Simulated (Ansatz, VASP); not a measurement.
# One calculation of ZnO, two programs

```xyz
2
Lattice="2.6519 0.0000 0.0000 0.0000 2.6519 0.0000 0.0000 0.0000 2.6519" Properties=species:S:1:pos:R:3 pbc="T T T"
Zn    0.0000    0.0000    0.0000
O     1.3259    1.3259    1.3259
```

Change from the starting cell: volume scaled by 0.96.

Alike in both runs: task single point; functional PBE; k mesh 10 × 10 × 10; occupations fermi-dirac, width 0.05 eV; no spin polarisation.

```csv
,VASP,Ansatz
version,VASP 6.6.1,Ansatz 0.2.0
potentials or method,"VASP PAW PBE potentials, release 64 (Zn, O)",Ansatz PAW
plane-wave cutoff (eV),520,420
valence electrons in the cell,18,18
```

VASP gave:

| Quantity | Value |
| --- | --- |
| gap on the k mesh at the Fermi level (eV) | none |
| pressure (GPa) | 8.0 |

Which values does Ansatz return?

gap on the k mesh at the Fermi level (eV): none; pressure (GPa): 7.1.

A gap of «none» marks a metal or a gap that the smearing closes. The functional is the same, so the differences come from potentials, cutoffs and numerics.

Caveats: the pressure holds a Pulay correction of +0.8 GPa for the finite cutoff (Ansatz).
